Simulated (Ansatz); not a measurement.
Here is an Ansatz 0.2.0 calculation.

File input.yaml:

```yaml
crystal:
  lattice:
    - [5.118, 0.0, 0.0]
    - [0.0, 5.1857, 0.0]
    - [-0.8586630598, 0.0, 5.2138671406]
  atoms:
    - { symbol: Hf, position: [0.2755, 0.4603, 0.708] }
    - { symbol: Hf, position: [0.7245, 0.9603, 0.792] }
    - { symbol: Hf, position: [0.7245, 0.5397, 0.292] }
    - { symbol: Hf, position: [0.2755, 0.0397, 0.208] }
    - { symbol: O, position: [0.0742, 0.1684, 0.8467] }
    - { symbol: O, position: [0.9258, 0.6684, 0.6533] }
    - { symbol: O, position: [0.9258, 0.8316, 0.1533] }
    - { symbol: O, position: [0.0742, 0.3316, 0.3467] }
    - { symbol: O, position: [0.4487, 0.7419, 0.9801] }
    - { symbol: O, position: [0.5513, 0.2419, 0.5199] }
    - { symbol: O, position: [0.5513, 0.2581, 0.0199] }
    - { symbol: O, position: [0.4487, 0.7581, 0.4801] }
hamiltonian:
  xc: r2scan
  pseudopotentials: { kind: paw }
kpoints:
  mp_grid: { grid: [5, 5, 5] }
  band_path:
    path:
      - [[0.0, 0.0, 0.0], [0.0, 0.0, 0.5], [-0.4327310173, 0.0, 0.5726006525], [-0.5, 0.0, 0.5], [-0.5, 0.5, 0.5], [-0.5672689827, 0.5, 0.4273993475], [-0.5, 0.5, 0.0], [-0.5, 0.0, 0.0], [-0.5672689827, 0.0, 0.4273993475]]
      - [[-0.4327310173, 0.5, 0.5726006525], [0.0, 0.5, 0.5], [0.0, 0.5, 0.0]]
      - [[0.0, 0.0, 0.5], [0.0, 0.5, 0.5]]
    npoints: 10
scf:
  occupations: { method: fermi_dirac, width: 0.05 }
  n_extra_bands: 30
output:
  forces: true
  stress: true
  eigenvalues: true
  fatbands: false
  write_density: true
  write_potential: true
  elf: true
  volumetric_format: npy
```

Potentials or basis: Ansatz PAW.

Command:

```console
$ ansatz run input.yaml --threads 2 --pin off --max-ram 5120MiB --backend cpu --events-out ev --progress --plain --runs-dir out
```

(1) Estimate the largest force.

(2) Estimate the band gap along the path.

Answers

(1) 0.461 eV/Å.

(2) 4.66 eV, indirect (least direct gap 4.73 eV).

Caveat: the k mesh misses the band edges, so the gap on the mesh is wider than the one along the path; spin-orbit coupling is left out, which moves the levels of the heavy elements; the PAW data sets come from PBE, with cores solved anew for the run's functional, which leaves a small shift of forces and pressure.

**Experimental background.**

“Temperature dependence of self-trapped exciton luminescence in nanostructured hafnia powder”, 2021, arxiv:2112.02602 quotes, for a bulk crystal of HfO2: band gap 5.54 eV (indirect).

A measured gap of HfO2 is 5.54 eV (indirect; quoted in “Temperature dependence of self-trapped exciton luminescence in nanostructured hafnia powder”, 2021, arxiv:2112.02602); the calculated 4.66 eV misses it by -0.88 eV. Spin-orbit coupling on Hf is left out. The value is that of r2SCAN, without temperature or zero-point motion.
